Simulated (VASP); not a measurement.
# SrCl2 (Fm-3m) in VASP: further runs

The runs below take SrCl2 through single point, with PBEsol, PBE-based screened hybrid.

All numbers are computed with VASP 6.6.1; they aren't measurements. Logs are shortened: lines on timing, memory, paths and dates and some standing lists are left out, and cuts for length are marked.

### Step 1. The structure

It takes space group Fm-3m (No. 225, cubic). The conventional cell has a = 6.995 Å, b = 6.995 Å, c = 6.995 Å, α = 90.00°, β = 90.00°, γ = 90.00°. Sr (site symmetry m-3m) has 8 Cl at 3.03 Å as nearest neighbours. Cl (site symmetry -43m) is surrounded by 4 Sr at 3.03 Å.

The cell was built by a generator and needn't be a form met in nature.

### Step 2. Single point, PBEsol

File INCAR:

```
  PREC = Accurate
  ENCUT = 520
  EDIFF = 1E-7
  ISMEAR = 0
  SIGMA = 0.01
  LREAL = False
  LASPH = True
  NELM = 100
  ALGO = Fast
  ISIF = 2
  LWAVE = False
  LCHARG = False
  GGA = PS
  NBANDS = 19
```

File KPOINTS:

```
regular mesh
0
Gamma
  4 4 4
```

File POSCAR:

```
SrCl2
1.0
    0.0000000000      3.4977180859      3.4977180859
    3.4977180859      0.0000000000      3.4977180859
    3.4977180859      3.4977180859      0.0000000000
Sr Cl
1 2
Direct
    0.0000000000      0.0000000000      0.0000000000
    0.2500000000      0.2500000000      0.2500000000
    0.7500000000      0.7500000000      0.7500000000
```

Potentials or basis: VASP PAW PBE potentials, release 64 (Sr_sv, Cl).

Started as:

```console
$ cat potpaw_PBE.64/Sr_sv/POTCAR potpaw_PBE.64/Cl/POTCAR > POTCAR
$ mpirun -np 1 vasp_std > vasp.out
```

OUTCAR:

```text
PREC = Accurate
   ENCUT = 520
   EDIFF = 1E-7
   ISMEAR = 0
   LREAL = False
   LASPH = True
   NELM = 100
   ISIF = 2
   GGA = PS

 ion  position               nearest neighbor table
   1  0.000  0.000  0.000-   3 3.03   3 3.03   3 3.03   2 3.03   2 3.03   2 3.03   3 3.03   2 3.03

   2  0.250  0.250  0.250-   1 3.03   1 3.03   1 3.03   1 3.03
   3  0.750  0.750  0.750-   1 3.03   1 3.03   1 3.03   1 3.03

  LATTYP: Found a face centered cubic cell.
 ALAT       =     6.9954361718

  Lattice vectors:

 A1 = (   0.0000000000,   3.4977180859,   3.4977180859)
 A2 = (   3.4977180859,   0.0000000000,   3.4977180859)
 A3 = (   3.4977180859,   3.4977180859,   0.0000000000)

Analysis of symmetry for initial positions (statically):
=====================================================================
 Subroutine PRICEL returns:
 Original cell was already a primitive cell.

 Routine SETGRP: Setting up the symmetry group for a
 face centered cubic supercell.

 Subroutine GETGRP returns: Found 48 space group operations
 (whereof 48 operations were pure point group operations)
 out of a pool of 48 trial point group operations.

The static configuration has the point symmetry O_h .

Analysis of symmetry for dynamics (positions and initial velocities):
=====================================================================
 Subroutine PRICEL returns:
 Original cell was already a primitive cell.

 Routine SETGRP: Setting up the symmetry group for a
 face centered cubic supercell.

 Subroutine GETGRP returns: Found 48 space group operations
 (whereof 48 operations were pure point group operations)
 out of a pool of 48 trial point group operations.

The dynamic configuration has the point symmetry O_h .

 Subroutine INISYM returns: Found 48 space group operations
 (whereof 48 operations are pure point group operations),
 and found     1 'primitive' translations

----------------------------------------------------------------------------------------

                                     Primitive cell

  volume of cell :      85.5824

  direct lattice vectors                    reciprocal lattice vectors
     0.000000000  3.497718086  3.497718086    -0.142950343  0.142950343  0.142950343
     3.497718086  0.000000000  3.497718086     0.142950343 -0.142950343  0.142950343
     3.497718086  3.497718086  0.000000000     0.142950343  0.142950343 -0.142950343

  length of vectors
     4.946520354  4.946520354  4.946520354     0.247597257  0.247597257  0.247597257

  position of ions in fractional coordinates (direct lattice)
     0.000000000  0.000000000  0.000000000
     0.250000000  0.250000000  0.250000000
     0.750000000  0.750000000  0.750000000

  ion indices of the primitive-cell ions
   primitive index   ion index
                 1           1
                 2           2
                 3           3

----------------------------------------------------------------------------------------

 KPOINTS: regular mesh

Automatic generation of k-mesh.
 Grid dimensions read from file:
 generate k-points for:    4    4    4

 Generating k-lattice:

  Cartesian coordinates                     Fractional coordinates (reciprocal lattice)
    -0.035737586  0.035737586  0.035737586     0.250000000  0.000000000  0.000000000
     0.035737586 -0.035737586  0.035737586     0.000000000  0.250000000  0.000000000
     0.035737586  0.035737586 -0.035737586     0.000000000  0.000000000  0.250000000

  Length of vectors
     0.061899314  0.061899314  0.061899314

  Shift w.r.t. Gamma in fractional coordinates (k-lattice)
     0.000000000  0.000000000  0.000000000

 Subroutine IBZKPT returns following result:
 ===========================================

 Found      8 irreducible k-points:

 Following reciprocal coordinates:
            Coordinates               Weight
  0.000000  0.000000  0.000000      1.000000
  0.250000  0.000000  0.000000      8.000000
  0.500000  0.000000  0.000000      4.000000
  0.250000  0.250000  0.000000      6.000000
  0.500000  0.250000  0.000000     24.000000
 -0.250000  0.250000  0.000000     12.000000
  0.500000  0.500000  0.000000      3.000000
 -0.250000  0.500000  0.250000      6.000000
   k-points           NKPTS =      8   k-points in BZ     NKDIM =      8   number of bands    NBANDS=     19
   number of dos      NEDOS =    301   number of ions     NIONS =      3
   total plane-waves  NPLWV =  64000
   dimension x,y,z NGX =    40 NGY =   40 NGZ =   40
   dimension x,y,z NGXF=    80 NGYF=   80 NGZF=   80
   ions per type =               1   2
   NGX,Y,Z   is equivalent  to a cutoff of  13.44, 13.44, 13.44 a.u.
   NGXF,Y,Z  is equivalent  to a cutoff of  26.89, 26.89, 26.89 a.u.
 SYSTEM =  unknown system
   PREC   = accura    normal or accurate (medium, high low for compatibility)
   ISTART =      0    job   : 0-new  1-cont  2-samecut
   ICHARG =      2    charge: 1-file 2-atom 10-const
   ISPIN  =      1    spin polarized calculation?
   LNONCOLLINEAR =      F non collinear calculations
   LSORBIT =      F    spin-orbit coupling
   LASPH  =      T    aspherical Exc in radial PAW
   ENCUT  =  520.0 eV  38.22 Ry    6.18 a.u.   9.20  9.20  9.20*2*pi/ulx,y,z
   NELM   =    100;   NELMIN=  2; NELMDL= -5     # of ELM steps
   EDIFF  = 0.1E-06   stopping-criterion for ELM
   LREAL  =      F    real-space projection
   EDIFFG = 0.1E-05   stopping-criterion for IOM
   NSW    =      0    number of steps for IOM
   IBRION =     -1    ionic relax: 0-MD 1-quasi-New 2-CG
   NFREE  =      0    steps in history (QN), initial steepest desc. (CG)
   ISIF   =      2    stress and relaxation
   ISYM   =      2    0-nonsym 1-usesym 2-fastsym
   POTIM  = 0.5000    time-step for ionic-motion
   TEBEG  =    0.0;   TEEND  =   0.0 temperature during run
   PSTRESS=    0.0 pullay stress
   NELECT =      24.0000    total number of electrons
   NUPDOWN=      -1.0000    fix difference up-down
   EMIN   =  10.00;   EMAX   =-10.00  energy-range for DOS
   EFERMI =   0.00;   METHOD = LEGACY
   ISMEAR =     0;   SIGMA  =   0.01  broadening in eV -4-tet -1-fermi 0-gaus
   EFERMI_NEDOS =   21; number of points for ismear=-14 and -15
   IALGO  =     68    algorithm
   IMIX   =      4    mixing-type and parameters
     AMIX     =   0.40;   BMIX     =  1.00
     AMIX_MAG =   1.60;   BMIX_MAG =  1.00
  volume/ion in A,a.u.               =      28.53       192.51
  Fermi-wavevector in a.u.,A,eV,Ry     =   1.071562  2.024958 15.622809  1.148244
  Thomas-Fermi vector in A             =   2.207306
   LORBIT       =      0    0 simple, 1 ext, 2 COOP (PROOUT), +10 PAW based schemes
   GGA     = PS    functional components
   LHFCALC =     F    Hartree Fock is set to
   AEXX    =    0.0000 exact exchange contribution
   IVDW    =     0    specifies the selected vdW correction
   LEPSILON=     F    determine dielectric tensor
   LRPA    =     F    only Hartree local field effects (RPA)
 non-spin polarized calculation
 RMM-DIIS sequential band-by-band and
 Gauss-broadening in eV      SIGMA  =   0.01
  energy-cutoff  :      520.00
  volume of cell :       85.58
 maximum number of plane-waves:      2332
 NGX is ok and might be reduce to    40
   NGX = 19   NGY = 19   NGZ = 19

 number of electron      24.0000002 magnetization

 Free energy of the ion-electron system (eV)
  ---------------------------------------------------
  ext. energy  EPLUGINS =         0.00000000
  ---------------------------------------------------
  free energy    TOTEN  =       -13.33240441 eV

  energy without entropy =      -13.33240441  energy(sigma->0) =      -13.33240441

 E-fermi :   0.0860     XC(G=0):  -8.4549

 val. band max:        0.0313296048   @ k =   0.5000   0.5000   0.0000
 cond. band min:       5.1355551884   @ k =   0.0000   0.0000   0.0000
 fundamental gap:      5.1042255836
 Fermi energy:         0.0859587799

 k-point     1 :       0.0000    0.0000    0.0000
  band No.  band energies     occupation
      1     -32.7957      2.00000
      2     -14.8080      2.00000
      3     -14.8080      2.00000
      4     -14.8080      2.00000
      5     -13.2403      2.00000
      6     -12.3891      2.00000
      7      -2.1103      2.00000
      8      -2.1103      2.00000
      9      -2.1103      2.00000
     10      -0.3093      2.00000
     11      -0.3093      2.00000
     12      -0.3093      2.00000
     13       5.1356      0.00000
     14       6.0097      0.00000
     15       6.0097      0.00000
     16       8.8957      0.00000
     17       8.8963      0.00000
     18       8.8994      0.00000
     19       9.2597      0.00000

 k-point     2 :       0.2500    0.0000    0.0000
  band No.  band energies     occupation
      1     -32.7941      2.00000
      2     -14.9693      2.00000
      3     -14.8150      2.00000
      4     -14.8150      2.00000
      5     -12.9643      2.00000
      6     -12.4888      2.00000
      7      -1.8929      2.00000
      8      -1.8929      2.00000
      9      -1.7439      2.00000
     10      -0.9094      2.00000
     11      -0.6185      2.00000
     12      -0.6185      2.00000
     13       6.2721      0.00000
     14       6.3997      0.00000
     15       6.3997      0.00000
     16       7.6737      0.00000
     17       8.5565      0.00000
     18       8.5565      0.00000
     19       9.4962      0.00000

 k-point     3 :       0.5000    0.0000    0.0000
  band No.  band energies     occupation
      1     -32.7926      2.00000
      2     -15.0908      2.00000
      3     -14.8219      2.00000
      4     -14.8219      2.00000
      5     -12.8408      2.00000
      6     -12.4631      2.00000
      7      -1.5480      2.00000
      8      -1.5480      2.00000
      9      -1.4925      2.00000
     10      -1.3035      2.00000
     11      -1.0277      2.00000
     12      -1.0277      2.00000
     13       6.6329      0.00000
     14       6.6329      0.00000
     15       7.4169      0.00000
     16       7.7280      0.00000
     17       8.5579      0.00000
     18       8.5579      0.00000
     19       8.5887      0.00000

 k-point     4 :       0.2500    0.2500    0.0000
  band No.  band energies     occupation
      1     -32.7936      2.00000
      2     -15.0060      2.00000
      3     -14.8246      2.00000
      4     -14.8246      2.00000
      5     -12.8451      2.00000
      6     -12.5458      2.00000
      7      -2.0106      2.00000
      8      -2.0106      2.00000
      9      -1.7179      2.00000
     10      -1.1787      2.00000
     11      -0.3035      2.00000
     12      -0.3035      2.00000
     13       5.9432      0.00000
     14       6.5738      0.00000
     15       6.6133      0.00000
     16       8.0235      0.00000
     17       8.0235      0.00000
     18       8.3893      0.00000
     19       8.9434      0.00000

 k-point     5 :       0.5000    0.2500    0.0000
  band No.  band energies     occupation
      1     -32.7920      2.00000
      2     -15.0691      2.00000
      3     -14.8983      2.00000
      4     -14.8315      2.00000
      5     -12.6782      2.00000
      6     -12.5458      2.00000
      7      -2.2928      2.00000
      8      -1.8869      2.00000
      9      -1.7573      2.00000
     10      -0.6507      2.00000
     11      -0.5555      2.00000
     12      -0.4424      2.00000
     13       5.9981      0.00000
     14       7.0029      0.00000
     15       7.2616      0.00000
     16       7.5034      0.00000
     17       8.1312      0.00000
     18       8.7624      0.00000
     19       9.5348      0.00000

 k-point     6 :      -0.2500    0.2500    0.0000
  band No.  band energies     occupation
      1     -32.7926      2.00000
      2     -15.0160      2.00000
      3     -14.9166      2.00000
      4     -14.8219      2.00000
      5     -12.7169      2.00000
      6     -12.5624      2.00000
      7      -2.1679      2.00000
      8      -1.6709      2.00000
      9      -1.3486      2.00000
     10      -1.2508      2.00000
     11      -1.0380      2.00000
     12      -0.2443      2.00000
     13       6.1714      0.00000
     14       6.7851      0.00000
     15       7.0394      0.00000
     16       7.8078      0.00000
     17       8.3743      0.00000
     18       8.4759      0.00000
     19       9.7783      0.00000

 k-point     7 :       0.5000    0.5000    0.0000
  band No.  band energies     occupation
      1     -32.7915      2.00000
      2     -15.1520      2.00000
      3     -14.8411      2.00000
      4     -14.8411      2.00000
      5     -12.6918      2.00000
      6     -12.4824      2.00000
      7      -2.7548      2.00000
      8      -1.8629      2.00000
      9      -1.8629      2.00000
     10      -0.3760      2.00000
     11      -0.3760      2.00000
     12       0.0313      2.00000
     13       5.3964      0.00000
     14       6.9360      0.00000
     15       7.5289      0.00000
     16       7.9466      0.00000
     17       7.9466      0.00000
     18       8.4735      0.00000
     19       9.8214      0.00000

 k-point     8 :      -0.2500    0.5000    0.2500
  band No.  band energies     occupation
      1     -32.7915      2.00000
      2     -15.0055      2.00000
      3     -15.0055      2.00000
      4     -14.8414      2.00000
      5     -12.5783      2.00000
      6     -12.5783      2.00000
      7      -2.4639      2.00000
      8      -2.2184      2.00000
      9      -1.1938      2.00000
     10      -1.1938      2.00000
     11      -0.2881      2.00000
     12      -0.0709      2.00000
     13       6.1357      0.00000
     14       6.9126      0.00000
     15       7.1207      0.00000
     16       7.1207      0.00000
     17       8.0657      0.00000
     18       9.3249      0.00000
     19      10.6077      0.00000

------------------------ aborting loop because EDIFF is reached ----------------------------------------

  FORCE on cell =-STRESS in cart. coord.  units (eV):
  Direction    XX          YY          ZZ          XY          YZ          ZX
  --------------------------------------------------------------------------------------
  -------------------------------------------------------------------------------------
  Total       -0.6443641     -0.6443641     -0.6443641      0.0000000      0.0000000     -0.0000000
  in kB      -12.0630614    -12.0630614    -12.0630614      0.0000000      0.0000000     -0.0000000
  external PRESSURE =     -12.0630614 kB  Pullay stress =       0.0000000 kB

 VOLUME and BASIS-vectors are now :
 -----------------------------------------------------------------------------
  energy-cutoff  :      520.00
  volume of cell :       85.58
      direct lattice vectors                 reciprocal lattice vectors
     0.000000000  3.497718086  3.497718086    -0.142950343  0.142950343  0.142950343
     3.497718086  0.000000000  3.497718086     0.142950343 -0.142950343  0.142950343
     3.497718086  3.497718086  0.000000000     0.142950343  0.142950343 -0.142950343

 POSITION                                       TOTAL-FORCE (eV/Angst)
 -----------------------------------------------------------------------------------
      0.00000      0.00000      0.00000        -0.000000     -0.000000      0.000000
      1.74886      1.74886      1.74886         0.000000      0.000000      0.000000
      5.24658      5.24658      5.24658        -0.000000     -0.000000     -0.000000
 -----------------------------------------------------------------------------------
    total drift:                               -0.000000     -0.000000      0.000000

  FREE ENERGIE OF THE ION-ELECTRON SYSTEM (eV)
  ---------------------------------------------------
  free  energy   TOTEN  =       -13.3324044110 eV

  energy  without entropy=      -13.3324044110  energy(sigma->0) =      -13.33240441
```

Wall time 22 s (1 thread of Intel Xeon Platinum 8488C (Sapphire Rapids), shared host); peak memory 0.23 GiB.

Results:

| Item | Value |
| --- | --- |
| Free energy | -13.3324 eV |
| Pressure | -1.2 GPa |
| Band gap on the k mesh | 5.10 eV, indirect (least direct gap 5.37 eV) |

Caveat: the PAW data sets were made with another functional, which shifts forces and pressure a little. PBEsol gaps usually lie below the measured ones, often by a third to a half.

### Step 3. Single point, PBE-based screened hybrid

POSCAR is that of step 2.

File INCAR.step1:

```
SYSTEM = SrCl2
  PREC = Accurate
  ENCUT = 520
  EDIFF = 1E-5
  ISMEAR = 0
  SIGMA = 0.01
  LREAL = .FALSE.
  LASPH = .TRUE.
  NELM = 100
  ALGO = Normal
  ISIF = 2
  LWAVE = .TRUE.
  LCHARG = .FALSE.
  NBANDS = 19
  GGA = PE
```

File INCAR.step2:

```
SYSTEM = SrCl2
  PREC = Accurate
  ENCUT = 520
  EDIFF = 1E-7
  ISMEAR = 0
  SIGMA = 0.01
  LREAL = .FALSE.
  LASPH = .TRUE.
  NELM = 100
  ALGO = Normal
  ISIF = 2
  LWAVE = .FALSE.
  LCHARG = .FALSE.
  GGA = PE
  LHFCALC = .TRUE.
  AEXX = 0.3
  HFSCREEN = 0.3
  PRECFOCK = Normal
  NBANDS = 19
  ISTART = 1
```

File KPOINTS:

```
Automatic mesh
0
G
  4 4 4
  0 0 0
```

Potentials or basis: VASP PAW PBE potentials, release 64 (Sr_sv, Cl).

Started as:

```console
$ cat potpaw_PBE.64/Sr_sv/POTCAR potpaw_PBE.64/Cl/POTCAR > POTCAR
$ cp INCAR.step1 INCAR
$ mpirun -np 1 vasp_std > vasp.out
$ cp INCAR.step2 INCAR
$ mpirun -np 1 vasp_std > vasp.out
```

Wall time 18 min (1 thread of Intel Xeon Platinum 8488C (Sapphire Rapids), shared host); peak memory 0.35 GiB.

It converged, with:

```yaml
Free_energy: -14.8881 eV
Pressure: 0.2 GPa
Band_gap_on_the_k_mesh: 6.56 eV, indirect (least direct gap 6.78 eV)
```

Levels at points of the mesh, in eV from the valence-band top:
```csv
k point,band 8,band 9,band 10,band 11,band 12,band 13,band 14,band 15,band 16,band 17
"(0.00, 0.00, 0.00)",-2.25,-2.25,-0.36,-0.36,-0.36,6.56,7.50,7.50,10.32,10.32
"(0.50, 0.00, 0.00)",-1.63,-1.57,-1.39,-1.13,-1.13,8.16,8.16,9.05,9.06,10.20
"(0.50, 0.50, 0.00)",-2.02,-2.02,-0.41,-0.41,0.00,6.78,8.52,9.17,9.57,9.57
```

Caveat: the PAW data sets were made with another functional, which shifts forces and pressure a little.
